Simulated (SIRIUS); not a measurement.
# Cr in SIRIUS: convergence with density tol

Input of the first run (density tol 0.01); the others differ in this setting and in those tied to it:

Contents of sirius.json:

```json
{
  "control": {
    "processing_unit": "cpu",
    "verbosity": 2,
    "num_bands_to_print": 14,
    "print_forces": true,
    "print_stress": true
  },
  "parameters": {
    "electronic_structure_method": "pseudopotential",
    "xc_functionals": ["XC_LDA_X", "XC_LDA_C_PW"],
    "gk_cutoff": 11.0,
    "pw_cutoff": 22.0,
    "ngridk": [8, 8, 8],
    "shiftk": [0, 0, 0],
    "smearing": "fermi_dirac",
    "smearing_width": 0.0018374661,
    "num_bands": 14,
    "num_mag_dims": 1,
    "num_dft_iter": 100,
    "energy_tol": 0.01,
    "density_tol": 0.01
  },
  "iterative_solver": {
    "type": "davidson",
    "min_tolerance": 1e-10
  },
  "mixer": {
    "type": "anderson",
    "beta": 0.5,
    "max_history": 8
  },
  "settings": {
    "tol_ne": 1e-10,
    "smooth_initial_mag": true
  },
  "unit_cell": {
    "lattice_vectors": [
      [-2.805203336453, 2.805203336453, 2.805203336453],
      [2.805203336453, -2.805203336453, 2.805203336453],
      [2.805203336453, 2.805203336453, -2.805203336453]
    ],
    "atom_coordinate_units": "lattice",
    "atom_types": ["Cr"],
    "atom_files": {
      "Cr": "Cr.json"
    },
    "atoms": {
      "Cr": [
        [0.0, 0.0, 0.0, 0.0, 0.0, 3.0]
      ]
    }
  }
}
```

Potentials or basis: PseudoDojo 0.4.1 LDA stringent (scalar relativistic).

Command:

```sh
$ upf_to_json Cr.upf
$ OMP_NUM_THREADS=1 sirius.scf --input=sirius.json --output=out.json --task=0
```

Hardware: 1 thread of Arm Neoverse V2, on a shared host.

| density tol | energy less the tightest run, at zero smearing (meV/atom) | SCF cycles | CPU time (s) | peak memory (GiB) |
| --- | --- | --- | --- | --- |
| 0.01 | 0.00 | 23 | 47 | 0.28 |
| 0.001 | 0.00 | 23 | 47 | 0.28 |
| 0.0001 | 0.00 | 23 | 47 | 0.28 |
| 1e-05 | 0.00 | 23 | 47 | 0.28 |
| 1e-06 | 0.00 | 23 | 47 | 0.28 |
| 1e-07 | 0.00 | 23 | 47 | 0.28 |

Against the tightest run, the energy stays within 1 meV/atom from 0.01 on. The tightest run that finished is the yardstick and may itself not be fully converged.

Caveat, for the tightest run too: the k mesh is coarse (spacing up to 0.37 Å⁻¹), so the values aren't converged; the starting moments collapsed, and a magnetic state may lie lower.
